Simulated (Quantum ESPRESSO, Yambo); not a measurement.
An input for Yambo 5.3.0 (KF (Carobbiite)):

```
optics
bss
bse
em1s
dipoles
rim_cut
RandQpts= 1000000
RandGvec= 1 RL
Chimod= "HARTREE"
BSKmod= "SEX"
BSEmod= "coupling"
BSSmod= "d"
BSENGexx= 30 Ry
BSENGBlk= 6 Ry
% BSEQptR
 1 | 1 |
%
% BSEBands
 6 | 12 |
%
% BEnRange
 0 | 13 | eV
%
% BDmRange
 0.1 | 0.1 | eV
%
BEnSteps= 131
% BLongDir
 1 | 0 | 0 |
%
% BndsRnXs
 1 | 48 |
%
NGsBlkXs= 6 Ry
% LongDrXs
 1 | 1 | 1 |
%
% KfnQP_E
 3.342 | 1.0 | 1.0 |
%
WRbsWF
```

```sh
OMP_NUM_THREADS=1 mpirun -n 4 yambo -F bse6.in -J bse6,bse3_W -C bse6 > bse6.log
```

The stored states that it reads are on a 4×4×4 mesh. Symmetry: Fm-3m, No. 225, cubic system. The conventional cell has a = 5.344 Å, b = 5.344 Å, c = 5.344 Å, α = 90.00°, β = 90.00°, γ = 90.00°. K has 6 F at 2.67 Å nearest. F has 6 K at 2.67 Å nearest. Farther neighbours and most contacts between anions are not listed.

**Question.** How long will it take on 4 MPI ranks of Arm Neoverse V2, shared host, and how much memory?

It took 19 s; on shared hardware allow 9.3 s to 37 s. Peak host memory was 1.6 GiB.

The kernel grows as the square of the matrix size, and full diagonalisation as its cube.

[Paths, hosts, dates, memory and timing lines, banners, echoed tables and standing remarks are left out of the program output.]

[Logs are printed without paths, hosts, clocks, repeated set-up lines and the standing remarks that a program may print on its own settings, such as how far it seeks lower states.]

[Runs of the session that timed out or met a known fault of the program may be left out.]

[Hosts, paths, dates, database ids (printed as entryN), source tags and the programs' standing remarks are cut or masked in the printed files.]
